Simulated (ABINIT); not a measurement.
Runs of ABINIT 10.8.3 (patched build) on TiB2. It takes space group P6/mmm (No. 191, hexagonal). Conventional cell: a = 3.029 Å, b = 3.029 Å, c = 3.228 Å, α = 90.00°, β = 90.00°, γ = 120.00°. Ti (site symmetry 6/mmm) is surrounded by 12 B at 2.38 Å. Around B (site symmetry -6m2) lie 3 B at 1.75 Å. 

```tsv
task	level	potentials or basis	k mesh	cutoff (eV)	fine-grid cutoff	mesh quality	gap on the mesh (eV)	pressure (GPa)	V0 of scaled cells (Å³/atom)	B0 (GPa)
equation of state	rPW86PBE	JTH PAW PBE v2.0	10 × 10 × 8	408	816.342 eV	not flagged	-	-	8.69	(c)
single point	r2SCAN	JTH PAW PBE v2.0	13 × 13 × 10	490	979.61 eV	not flagged	none	-	-	-
equation of state	SOGGA	JTH PAW PBE v2.0	10 × 10 × 8	408	816.342 eV	not flagged	-	-	(a)	271
band structure	BLYP	JTH PAW PBE v2.0	10 × 10 × 8	408	816.342 eV	not flagged	none	7.1	-	-
band structure	PW91	JTH PAW PBE v2.0	10 × 10 × 8	408	816.342 eV	not flagged	none	0.7	-	-
single point	LDA	JTH PAW LDA v2.0	6 × 6 × 5	408	816.342 eV	coarse	none	(b)	-	-
equation of state	HCTH407	JTH PAW PBE v2.0	10 × 10 × 8	408	816.342 eV	not flagged	-	-	8.32	267
single point	PBE	JTH PAW PBE v2.0	6 × 6 × 5	408	816.342 eV	coarse	none	0.9	-	-
band structure	LDA	PseudoDojo NC SR LDA v0.4 stringent	10 × 10 × 8	1143	-	not flagged	none	-11.1	-	-
equation of state	BLYP	JTH PAW PBE v2.0	10 × 10 × 8	408	816.342 eV	not flagged	-	-	8.80	238
single point	LDA	JTH PAW LDA v2.0	13 × 13 × 10	408	816.342 eV	not flagged	none	(d)	-	-
single point	PBE	JTH PAW PBE v2.0	13 × 13 × 10	408	816.342 eV	not flagged	none	0.7	-	-
```

Alike in all rows: no spin polarisation; cell as given; smearing fermi-dirac 0.05 eV.

Task: Fill in the values left out.

Result: (a) 8.38; (b) -10.5; (c) 247; (d) -10.7.

Caveats: some runs use coarse meshes; the PAW data sets were made with another functional, which shifts forces and pressure a little (some runs); pressures at fixed basis lie under the slope of the energies (some runs); the cell was scaled at fixed shape and fractional positions, which overstates the stiffness of a crystal with free parameters, most of all of layers and chains (some runs).

A k mesh can miss the band edges.

A gap of «none» marks a metal or a gap under the smearing width.

Not every run made on this cell is shown here.
